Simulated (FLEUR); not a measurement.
# BaS (Fm-3m) in FLEUR: a series of runs, part 2 of 2

FLEUR MaX-R8.1 (later development tree). Earlier steps stand in the parts before.

### 8 Equation of state, PBEsol, 34.53 Å³/atom (volume scaled by 1.06)

inp.xml reads:

```xml
<?xml version="1.0" encoding="UTF-8" standalone="no"?>
<fleurInput fleurInputVersion="0.39">
   <comment>
      BaS                                                                                                 
   </comment>
   <calculationSetup>
      <cutoffs Kmax="4.1" Gmax="12.7" GmaxXC="12.7" numbands="0"/>
      <scfLoop itmax="60" minDistance="0.00001" maxIterBroyd="15" imix="Anderson" alpha="0.05" precondParam="0.0" spinf="2.0" sdNocoIR="T"/>
      <coreElectrons ctail="T" frcor="F" kcrel="0" coretail_lmax="0"/>
      <xcFunctional name="PBEs" relativisticCorrections="F"/>
      <magnetism jspins="1"/>
      <soc l_soc="F" theta="0.0" phi="0.0" spav="F"/>
      <expertModes spex="0" secvar="F"/>
      <geometryOptimization l_f="F" forcealpha="1.0" forcemix="BFGS" epsdisp="0.00001" epsforce="0.00001"/>
      <ldaU l_linMix="F" mixParam="0.05" spinf="1.0"/>
   </calculationSetup>
   <cell>
      <bzIntegration valenceElectrons="26.0" mode="hist" fermiSmearingEnergy="0.00183747">
         <kPointListSelection listName="default-1"/>
         <!-- k-points included here -->
         <xi:include xmlns:xi="http://www.w3.org/2001/XInclude" href="kpts.xml"> </xi:include>
      </bzIntegration>
      <!-- symmetry operations included here -->
      <xi:include xmlns:xi="http://www.w3.org/2001/XInclude" href="sym.xml"> </xi:include>
      <bulkLattice scale="1.0196128224">
         <bravaisMatrix>
            <row-1>    0.0000000000000000     6.0353128104412495     6.0353128104412495</row-1>
            <row-2>    6.0353128104412495     0.0000000000000000     6.0353128104412495</row-2>
            <row-3>    6.0353128104412495     6.0353128104412495     0.0000000000000000</row-3>
         </bravaisMatrix>
      </bulkLattice>
   </cell>
   <atomSpecies>
      <species name="Barium (Ba)" element="Ba" atomicNumber="56">
         <mtSphere radius="2.66" gridPoints="879" logIncrement="0.015"/>
         <atomicCutoffs lmax="10" lnonsphr="10"/>
         <electronConfig flipSpins="F">
            <coreConfig>(1s1/2) (2s1/2) (2p1/2) (2p3/2) (3s1/2) (3p1/2) (3p3/2) (4s1/2) (3d3/2) (3d5/2) (4p1/2) (4p3/2)</coreConfig>
            <valenceConfig>(5s1/2) (4d3/2) (4d5/2) (5p1/2) (5p3/2) (6s1/2)</valenceConfig>
         </electronConfig>
         <energyParameters s="6" p="5" d="4" f="4"/>
         <lo type="SCLO" l="0" n="5" eDeriv="0"/>
         <lo type="HELO" l="1" n="6" eDeriv="0"/>
         <lo type="HELO" l="1" n="6" eDeriv="1"/>
         <lo type="HELO" l="2" n="5" eDeriv="0"/>
         <lo type="HELO" l="2" n="5" eDeriv="1"/>
         <lo type="SCLO" l="3" n="4" eDeriv="2"/>
      </species>
      <species name="Sulfur (S)" element="S" atomicNumber="16">
         <mtSphere radius="2.62" gridPoints="879" logIncrement="0.013"/>
         <atomicCutoffs lmax="10" lnonsphr="10"/>
         <electronConfig flipSpins="F">
            <coreConfig>(1s1/2) (2s1/2) (2p1/2) (2p3/2)</coreConfig>
            <valenceConfig>(3s1/2) (3p1/2) (3p3/2)</valenceConfig>
            <stateOccupation state="(3p1/2)" spinUp="0.666667" spinDown="0.666667"/>
            <stateOccupation state="(3p3/2)" spinUp="1.333333" spinDown="1.333333"/>
         </electronConfig>
         <energyParameters s="3" p="3" d="3" f="4"/>
         <lo type="SCLO" l="0" n="3" eDeriv="2"/>
         <lo type="SCLO" l="1" n="3" eDeriv="2"/>
         <lo type="SCLO" l="2" n="3" eDeriv="2"/>
         <lo type="SCLO" l="3" n="4" eDeriv="2"/>
      </species>
   </atomSpecies>
   <atomGroups>
      <atomGroup species="Barium (Ba)">
         <relPos label="                   1">.0000000000 .0000000000 .0000000000</relPos>
         <force calculate="T" relaxXYZ="TTT"/>
      </atomGroup>
      <atomGroup species="Sulfur (S)">
         <relPos label="                   2">1.000/2.000 1.000/2.000 1.000/2.000</relPos>
         <force calculate="T" relaxXYZ="TTT"/>
      </atomGroup>
   </atomGroups>
   <output dos="F" band="F" slice="F">
      <checks vchk="F" cdinf="F"/>
      <bandDOS minEnergy="-.5*Htr" maxEnergy="0.5*Htr" sigma="0.015" storeEVData="T"/>
      <vacuumDOS vacdos="F" integ="F" star="F" nstars="0" locx1="0.0" locy1="0.0" locx2="0.0" locy2="0.0" nstm="0" tworkf="0.0"/>
      <unfoldingBand unfoldBand="F" supercellX="1" supercellY="1" supercellZ="1"/>
      <plotting iplot="0" polar="F">
         <plot TwoD="T" vec1="  1.0  0.0  0.0" vec2="  0.0  1.0  0.0" vec3="  0.0  0.0  1.0" zero="  0.0  0.0  0.0" file="plot"/>
      </plotting>
      <chargeDensitySlicing numkpt="0" minEigenval="0.0" maxEigenval="0.0" nnne="0" pallst="F"/>
      <specialOutput eonly="F"/>
      <moessbauerParams electricFieldGradient="T" isomerShift="T" coreHyperfine="T" valenceHyperfine="T"/>
      <magneticCircularDichroism mcd="F" energyLo="-10.0" energyUp="0.0"/>
   </output>
  <!-- We include the file relax.xml here to enable relaxations (see documentation) -->
  <xi:include xmlns:xi="http://www.w3.org/2001/XInclude" href="relax.xml"> <xi:fallback/> </xi:include>
</fleurInput>
```

Launch:

```sh
> inpgen -f crystal.txt -profile fastHighL
> # inp.xml edited to the form shown
> fleur_MPI
```

Wall time 31 s (1 thread of Intel Xeon 6975P-C (Granite Rapids), shared host); peak memory 0.08 GiB.

It converged, with:

| Property | Result |
| --- | --- |
| Free energy | -232246.3330 eV |
| Band gap on the k mesh | 2.22 eV, indirect (least direct gap 2.37 eV) |
| Valence electrons inside the program's atomic spheres | Ba 17.38; S 5.55 (radii Ba 2.66, S 2.62 bohr) |

Caveat: spin-orbit coupling is left out, which moves the levels of the heavy elements; an odd mesh through Γ misses points on the zone boundary, where band edges often lie.

### 9 Equation of state, PBEsol

Potentials or basis: all-electron, FLAPW.

No new run: the results of the series are fitted here.

Results:

| Item | Value |
| --- | --- |
| Equilibrium volume | 31.74 Å³/atom |
| Bulk modulus | 46 GPa |
| Pressure derivative of the bulk modulus | 4.5 |

Energy against volume, from the lowest point:
| volume (Å³/atom) | energy (meV/atom) |
| --- | --- |
| 30.622 | 5.95 |
| 31.273 | 0.87 |
| 31.925 | 0.00 |
| 32.576 | 2.89 |
| 33.228 | 9.14 |
| 33.879 | 18.39 |
| 34.531 | 30.32 |

Spin-orbit coupling is left out, which matters for the levels of Ba.

### 10 Band structure, PBEsol

Changes to inp.xml since step 8:

```diff
@@ -24,3 +24,3 @@
       <xi:include xmlns:xi="http://www.w3.org/2001/XInclude" href="sym.xml"> </xi:include>
-      <bulkLattice scale="1.0196128224">
+      <bulkLattice scale="1.0">
          <bravaisMatrix>
@@ -49,3 +49,3 @@
       <species name="Sulfur (S)" element="S" atomicNumber="16">
-         <mtSphere radius="2.62" gridPoints="879" logIncrement="0.013"/>
+         <mtSphere radius="2.66" gridPoints="879" logIncrement="0.013"/>
          <atomicCutoffs lmax="10" lnonsphr="10"/>
```

crystal.txt reads:

```
BaS
&input cartesian=F /
0.0000000000  3.1937500000  3.1937500000
3.1937500000  0.0000000000  3.1937500000
3.1937500000  3.1937500000  0.0000000000
1.8897261246
1.0 1.0 1.0

2
56 0.0000000000  0.0000000000  0.0000000000
16 0.5000000000  0.5000000000  0.5000000000

&kpt div1=7 div2=7 div3=7 gamma=T /
```

inp.xml (bands) reads:

```
<?xml version="1.0" encoding="UTF-8" standalone="no"?>
<fleurInput fleurInputVersion="0.39">
   <comment>
      BaS                                                                                                 
   </comment>
   <calculationSetup>
      <cutoffs Kmax="4.1" Gmax="12.7" GmaxXC="12.7" numbands="0"/>
      <scfLoop itmax="60" minDistance="0.00001" maxIterBroyd="15" imix="Anderson" alpha="0.05" precondParam="0.0" spinf="2.0" sdNocoIR="T"/>
      <coreElectrons ctail="T" frcor="F" kcrel="0" coretail_lmax="0"/>
      <xcFunctional name="PBEs" relativisticCorrections="F"/>
      <magnetism jspins="1"/>
      <soc l_soc="F" theta="0.0" phi="0.0" spav="F"/>
      <expertModes spex="0" secvar="F"/>
      <geometryOptimization l_f="F" forcealpha="1.0" forcemix="BFGS" epsdisp="0.00001" epsforce="0.00001"/>
      <ldaU l_linMix="F" mixParam="0.05" spinf="1.0"/>
   </calculationSetup>
   <cell>
      <bzIntegration valenceElectrons="26.0" mode="hist" fermiSmearingEnergy="0.00183747">
         <kPointListSelection listName="path-1"/>
         <!-- k-points included here -->
         <xi:include xmlns:xi="http://www.w3.org/2001/XInclude" href="kpts.xml"> </xi:include>
      </bzIntegration>
      <!-- symmetry operations included here -->
      <xi:include xmlns:xi="http://www.w3.org/2001/XInclude" href="sym.xml"> </xi:include>
      <bulkLattice scale="1.0">
         <bravaisMatrix>
[... 30 lines left out ...]
         </electronConfig>
         <energyParameters s="3" p="3" d="3" f="4"/>
         <lo type="SCLO" l="0" n="3" eDeriv="2"/>
         <lo type="SCLO" l="1" n="3" eDeriv="2"/>
         <lo type="SCLO" l="2" n="3" eDeriv="2"/>
         <lo type="SCLO" l="3" n="4" eDeriv="2"/>
      </species>
   </atomSpecies>
   <atomGroups>
      <atomGroup species="Barium (Ba)">
         <relPos label="                   1">.0000000000 .0000000000 .0000000000</relPos>
         <force calculate="T" relaxXYZ="TTT"/>
      </atomGroup>
      <atomGroup species="Sulfur (S)">
         <relPos label="                   2">1.000/2.000 1.000/2.000 1.000/2.000</relPos>
         <force calculate="T" relaxXYZ="TTT"/>
      </atomGroup>
   </atomGroups>
   <output dos="F" band="T" slice="F">
      <checks vchk="F" cdinf="F"/>
      <bandDOS minEnergy="-.5*Htr" maxEnergy="0.5*Htr" sigma="0.015" storeEVData="T"/>
      <vacuumDOS vacdos="F" integ="F" star="F" nstars="0" locx1="0.0" locy1="0.0" locx2="0.0" locy2="0.0" nstm="0" tworkf="0.0"/>
      <unfoldingBand unfoldBand="F" supercellX="1" supercellY="1" supercellZ="1"/>
      <plotting iplot="0" polar="F">
         <plot TwoD="T" vec1="  1.0  0.0  0.0" vec2="  0.0  1.0  0.0" vec3="  0.0  0.0  1.0" zero="  0.0  0.0  0.0" file="plot"/>
      </plotting>
      <chargeDensitySlicing numkpt="0" minEigenval="0.0" maxEigenval="0.0" nnne="0" pallst="F"/>
      <specialOutput eonly="F"/>
      <moessbauerParams electricFieldGradient="T" isomerShift="T" coreHyperfine="T" valenceHyperfine="T"/>
      <magneticCircularDichroism mcd="F" energyLo="-10.0" energyUp="0.0"/>
   </output>
  <!-- We include the file relax.xml here to enable relaxations (see documentation) -->
  <xi:include xmlns:xi="http://www.w3.org/2001/XInclude" href="relax.xml"> <xi:fallback/> </xi:include>
</fleurInput>
```

Launch:

```sh
> inpgen -f crystal.txt -profile fastHighL
> # inp.xml edited to the form shown
> fleur_MPI
> fleur_MPI   # second run, on inp.xml (bands)
```

Run time: 50 s. Hardware: 1 thread of Arm Neoverse V2, shared host; peak memory 0.07 GiB.

It converged, with:

```
Free energy                                           : -232246.3879 eV
Band gap on the k mesh                                : 2.14 eV, indirect (least direct gap 2.26 eV)
Band gap along the path                               : 2.08 eV, indirect (least direct gap 2.19 eV)
Valence electrons inside the program's atomic spheres : Ba 17.41; S 5.68 (radii Ba 2.66, S 2.66 bohr)
```

Levels at the corners of the path, in eV from the valence-band top:
```tsv
point	band 10	band 11	band 12	band 13	band 14	band 15	band 16	band 17
Γ	-10.28	0.00	0.00	0.00	3.50	3.88	3.88	3.88
X	-10.19	-0.46	-0.11	-0.11	2.08	5.99	6.02	7.60
W	-9.61	-1.08	-0.44	-0.44	4.20	4.20	6.32	6.85
K	-9.66	-0.91	-0.56	-0.48	3.23	5.83	6.61	6.70
Γ	-10.28	0.00	0.00	0.00	3.50	3.88	3.88	3.88
L	-9.00	-1.91	-1.03	-1.03	5.39	5.56	6.37	6.37
U	-9.66	-0.91	-0.56	-0.48	3.23	5.83	6.61	6.70
W	-9.61	-1.08	-0.44	-0.44	4.20	4.20	6.32	6.85
L	-9.00	-1.91	-1.03	-1.03	5.39	5.56	6.37	6.37
K	-9.66	-0.91	-0.56	-0.48	3.23	5.83	6.61	6.70
U	-9.66	-0.91	-0.56	-0.48	3.23	5.83	6.61	6.70
X	-10.19	-0.46	-0.11	-0.11	2.08	5.99	6.02	7.60
```

Core levels (eV from the Fermi level):
| atom | levels |
| --- | --- |
| 1 Ba | 1s1/2 -37204.9, 2s1/2 -5872.2, 2p1/2 -5531.5, 2p3/2 -5150.1, 3s1/2 -1233.1, 3p1/2 -1090.2, 3p3/2 -1016.4, 4s1/2 -235.4, 3d3/2 -765.4, 3d5/2 -749.7, 4p1/2 -183.4, 4p3/2 -168.0 |
| 2 S | 1s1/2 -2392.9, 2s1/2 -202.7, 2p1/2 -148.6, 2p3/2 -147.4 |

Caveat: spin-orbit coupling is left out, which moves the levels of the heavy elements.

### 11 Against experiment

Step 10. Measured gap of BaS: 3.806 eV (indirect; 2 K; a printed reference work, monograph, original work of 1988). This calculation gives 2.08 eV (-1.72 eV). Spin-orbit coupling on Ba is left out. The value is that of PBEsol, without temperature or zero-point motion. Semilocal functionals fall short of measured gaps as a rule.
